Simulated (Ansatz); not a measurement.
# Al2Ru: the cost of one run

Computed with Ansatz 0.2.0 (DFT r2SCAN, scalar-relativistic, plane waves, PAW, unless a step's input says otherwise).

1 further run of the same task is left out (set aside as unsound or not needed).

**1. The structure to begin with**

The structure is orthorhombic, space group Fddd (No. 70). Conventional cell: a = 4.707 Å, b = 7.979 Å, c = 8.783 Å, α = 90.00°, β = 90.00°, γ = 90.00°. Around Al (site symmetry 2) lie 5 Ru at 2.57 to 2.72 Å and 5 Al at 2.60 to 2.73 Å. Around Ru (site symmetry 222) lie 10 Al at 2.57 to 2.72 Å.

Structure file:

```cif
data_structure
_symmetry_space_group_name_H-M 'P 1'
_symmetry_Int_Tables_number 1
_cell_length_a 5.9330
_cell_length_b 4.9823
_cell_length_c 4.6319
_cell_angle_alpha 76.114
_cell_angle_beta 54.608
_cell_angle_gamma 49.278
_cell_volume 82.46
loop_
_atom_site_label
_atom_site_type_symbol
_atom_site_fract_x
_atom_site_fract_y
_atom_site_fract_z
_atom_site_occupancy
Al1 Al 0.07905 0.42095 0.07905 1
Al2 Al 0.42095 0.07905 0.42095 1
Al3 Al 0.17095 0.82905 0.17095 1
Al4 Al 0.82905 0.17095 0.82905 1
Ru1 Ru 0.75000 0.75000 0.75000 1
Ru2 Ru 0.50000 0.50000 0.50000 1
```

It goes back to an entry of the Materials Project, which need not be the stable form.

This cell was relaxed beforehand with the same method: volume 13.74 Å³/atom, gap on the mesh 0.18 eV.

**2. The gap over the whole zone**

File input.yaml:

```yaml
crystal:
  lattice:
    - [0.0, 3.9895069987, 4.3914546617]
    - [2.3533615944, 0.0, 4.3914546617]
    - [2.3533615944, 3.9895069987, 0.0]
  atoms:
    - { symbol: Al, position: [0.0790459565, 0.4209540435, 0.0790459565] }
    - { symbol: Al, position: [0.4209540435, 0.0790459565, 0.4209540435] }
    - { symbol: Al, position: [0.1709540435, 0.8290459565, 0.1709540435] }
    - { symbol: Al, position: [0.8290459565, 0.1709540435, 0.8290459565] }
    - { symbol: Ru, position: [0.75, 0.75, 0.75] }
    - { symbol: Ru, position: [0.5, 0.5, 0.5] }
basis:
  ecutwfc: 500
kpoints:
  mp_grid: { grid: [10, 10, 10] }
  band_path: { path: [VBM, CBM], npoints: 2 }
hamiltonian:
  xc: r2scan
scf:
  occupations: { method: gaussian, width: 0.01 }
output:
  forces: true
  stress: true
  eigenvalues: true
checkpoint:
  read: start.run
  write: ck
  compress: false
  write_wavefunctions: false
  write_every: 100000
```

The run is started by

```console
> ansatz run input.yaml --threads 1 --pin off --max-ram 2560MiB --backend cpu --events-out ev --progress --plain --runs-dir out
```

**Question.** How long does this run take on 1 thread of Oxide Virtual Turin-like (Zen 5), shared host, and how much memory does it need?

About 71 s, with a peak of 0.93 GiB.
